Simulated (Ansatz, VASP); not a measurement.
# One calculation of Pb2S3, two programs

```
Pb S
1.0
     5.10533    0.00000    0.00000
     0.00000    5.10533    0.00000
     0.00000    0.00000    5.10533
Pb S
2 3
Direct
  0.00000 0.00000 0.00000
  0.50000 0.50000 0.50000
  0.50000 0.50000 0.00000
  0.50000 0.00000 0.50000
  0.00000 0.50000 0.50000
```

Alike in both runs: task single point; functional r2SCAN; dispersion rVV10; k mesh 6 × 6 × 6; occupations fermi-dirac, width 0.03 eV; no spin polarisation.

|  | VASP | Ansatz |
| --- | --- | --- |
| version | VASP 6.6.1 | Ansatz 0.2.0 |
| potentials or method | VASP PAW PBE potentials, release 64 (Pb_d, S) | plane waves, PAW |
| plane-wave cutoff (eV) | 520 | 500 |
| valence electrons in the cell | 46 | 46 |

```csv
,VASP,Ansatz,Ansatz less VASP
pressure (GPa),-0.2,-0.3,-0.09
```

Caveats: the PAW data sets were made with another functional, which shifts forces and pressure a little (VASP). Spin-orbit coupling is left out, which matters for the levels of Pb.
